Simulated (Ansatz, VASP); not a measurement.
Pt in VASP and in Ansatz

```
Pt
1.0
     0.00000    1.98506    1.98506
     1.98506    0.00000    1.98506
     1.98506    1.98506    0.00000
Pt
1
Cartesian
  0.0000 0.0000 0.0000
```

Alike in both runs: task relaxation of cell and atoms; functional PBE; dispersion D3(BJ); k mesh 18 × 18 × 18; occupations gaussian, width 0.1 eV; no spin polarisation.

```csv
,VASP,Ansatz
version,VASP 6.6.1,Ansatz 0.2.0
potentials or method,"VASP PAW PBE potentials, release 64 (Pt)","scalar-relativistic, plane waves, PAW"
plane-wave cutoff (eV),600,420
valence electrons in the cell,10,18
```

```csv
,VASP,Ansatz,Ansatz less VASP
"gap on the k mesh at the Fermi level, each at its own relaxed structure (eV)",none,none,-
relaxed volume (Å³/atom),15.14,15.16,+0.021
relaxed cell length with the largest relative difference (Å),2.777,2.778,+0.0013
energy change over the relaxation (meV/atom),-14,-13,+1.3
```

A gap of «none» marks a metal or a gap that the smearing closes. The two sets of potentials don't hold the same shells in valence.

Caveats: pairwise dispersion overbinds metals, which lowers pressure and volume. Spin-orbit coupling is left out, which matters for the levels of Pt.
